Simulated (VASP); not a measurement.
## Cs2AgBiBr6: single point with LDA

The system is Cs2AgBiBr6.

```xyz
10
Lattice="0.0000 5.6161 5.6161 5.6161 0.0000 5.6161 5.6161 5.6161 0.0000" Properties=species:S:1:pos:R:3 pbc="T T T"
Cs    2.8081    2.8081    2.8081
Cs    8.4242    8.4242    8.4242
Ag    5.6161    5.6161    5.6161
Bi    0.0000    0.0000    0.0000
Br    5.6161    2.8142    5.6161
Br    8.4180    5.6161    5.6161
Br    5.6161    8.4180    5.6161
Br    2.8142    5.6161    5.6161
Br    5.6161    5.6161    2.8142
Br    5.6161    5.6161    8.4180
```

| Quantity | Value |
| --- | --- |
| Program | VASP 6.6.1 |
| Task | single point |
| Functional | LDA |
| Potentials or basis | VASP PAW LDA potentials, release 64 (Cs_sv, Ag, Bi_d, Br) |
| Cutoff | 520 eV |
| k mesh | 2 × 2 × 2 |
| Occupations | gaussian, width 0.01 eV |
| Spin | no spin polarisation |

```
Pressure               : -1.1 GPa
Largest force          : 0.275 eV/Å
Band gap on the k mesh : 1.07 eV, indirect (least direct gap 2.33 eV)
```

Forces on the atoms (eV/Å):
```
Cs   0.000  0.000  0.000
Cs   0.000  0.000  0.000
Ag   0.000  0.000  0.000
Bi   0.000  0.000  0.000
Br   0.000  0.275  0.000
Br  -0.275  0.000  0.000
Br   0.000 -0.275  0.000
Br   0.275  0.000  0.000
Br   0.000  0.000  0.275
Br   0.000  0.000 -0.275
```

Levels at points of the mesh, in eV from the valence-band top:
```
           k point  band 40  band 41  band 42  band 43  band 44  band 45  band 46  band 47
(0.00, 0.00, 0.00)    -1.18    -1.18    -0.68    -0.68     2.13     2.13     2.13     3.27
(0.50, 0.00, 0.00)    -1.50    -1.41    -1.26    -1.26     1.07     3.60     3.60     4.63
(0.50, 0.50, 0.00)    -1.56    -1.20    -0.69     0.00     2.67     2.67     3.06     4.17
```

It took 86 s on 1 thread of Intel(R) Xeon(R) Platinum 8259CL CPU @ 2.50GHz (Skylake/Cascade Lake), on a shared host, peak memory 0.41 GiB.

Caveat: the k mesh is coarse (spacing up to 0.48 Å⁻¹), so the values aren't converged; spin-orbit coupling is left out, which as a rule narrows the gap of such compounds by several tenths of an eV. A k mesh can miss the band edges.
